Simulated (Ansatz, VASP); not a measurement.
One calculation of Pb, two programs

INCAR

```
ALGO = Normal ; EDIFF = 1E-7
ENCUT = 520 ; GGA = CA
ISIF = 2 ; ISMEAR = -1
LASPH = T ; LCHARG = T
LELF = T ; LREAL = F
LVHAR = T ; LWAVE = F
NBANDS = 21 ; NELM = 100
PREC = Accurate ; SIGMA = 0.1
```

KPOINTS

```
k-points
0
Gamma
  9 9 9
```

POSCAR

```
Pb
1.0
    0.0000000000      3.5023828076      3.5023828076
    3.5023828076      0.0000000000      3.5023828076
    3.5023828076      3.5023828076      0.0000000000
Pb
2
Direct
    0.1250000000      0.1250000000      0.1250000000
    0.8750000000      0.8750000000      0.8750000000
```

Input for Ansatz:

```yaml
crystal:
  lattice:
    - [0.0, 3.5023828076, 3.5023828076]
    - [3.5023828076, 0.0, 3.5023828076]
    - [3.5023828076, 3.5023828076, 0.0]
  atoms:
    - { symbol: Pb, position: [0.125, 0.125, 0.125] }
    - { symbol: Pb, position: [0.875, 0.875, 0.875] }
hamiltonian:
  xc: lda
  pseudopotentials:
    kind: paw
    azcp:
      Pb: "pseudopotentials/Pb.paw.azcp"
basis:
  ecutwfc: 420
  fft_grid_basis: typed
kpoints:
  mp_grid: { grid: [9, 9, 9], shift: [0, 0, 0] }
magnetization:
  spin_polarized: false
scf:
  occupations: { method: fermi_dirac, width: 0.1 }
  lower_state_search: "off"
output:
  stress: true
  write_density: true
  write_potential: true
  elf: true
  volumetric_format: npy
```

Alike in both runs: task single point; functional LDA; k mesh 9 × 9 × 9; occupations fermi-dirac, width 0.1 eV; no spin polarisation.

|  | VASP | Ansatz |
| --- | --- | --- |
| version | VASP 6.6.1 | Ansatz 0.2.0 |
| potentials or method | VASP PAW LDA potentials, release 64 (Pb_d) | plane waves (420 eV) with PAW, scalar-relativistic |
| plane-wave cutoff (eV) | 520 | 420 |
| valence electrons in the cell | 28 | 28 |

|  | VASP | Ansatz | Ansatz less VASP |
| --- | --- | --- | --- |
| pressure (GPa) | -2.1 | -2.2 | -0.01 |

Ansatz warned: «pseudo_functional_mismatch».

The runs have no spin-orbit coupling, so splittings on Pb are missing.
